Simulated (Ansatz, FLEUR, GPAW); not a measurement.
# ZnO: 3 runs at one level of theory

```
Zn O
1.0
     3.24931    0.00000    0.00000
    -1.62465    2.81398    0.00000
     0.00000    0.00000    5.20571
Zn O
2 2
Direct
  0.66667 0.33333 0.00000
  0.33333 0.66667 0.50000
  0.33333 0.66667 0.87901
  0.66667 0.33333 0.37901
```

Alike in all runs: task band structure; functional LDA; k mesh 9 × 9 × 5; occupations fermi-dirac, width 0.05 eV; no spin polarisation; no spin-orbit coupling. LDA stands for any of its common fits. Pressure is positive in compression and, in plane waves, holds the error of the finite cutoff. Gaps are the smaller of the mesh's and the band path's.

| program and potentials | plane-wave cutoff (eV) | notes | band gap (eV) | pressure (GPa) |
| --- | --- | --- | --- | --- |
| FLEUR, all-electron, FLAPW | - | - | 0.75 | - |
| GPAW, the program's PAW data sets (release 1.2.1) made for this functional | 800 | - | ? | ? |
| Ansatz, all-electron LAPW, scalar-relativistic | - | - | 0.75 | -7.05 |

Problem. Estimate from the other rows what the run with GPAW, the program's PAW data sets (release 1.2.1) made for this functional gave.

Solution. Band gap 0.73 eV; pressure -8.33 GPa. The other rows, which needn't bracket it: band gap 0.75; pressure -7.05.
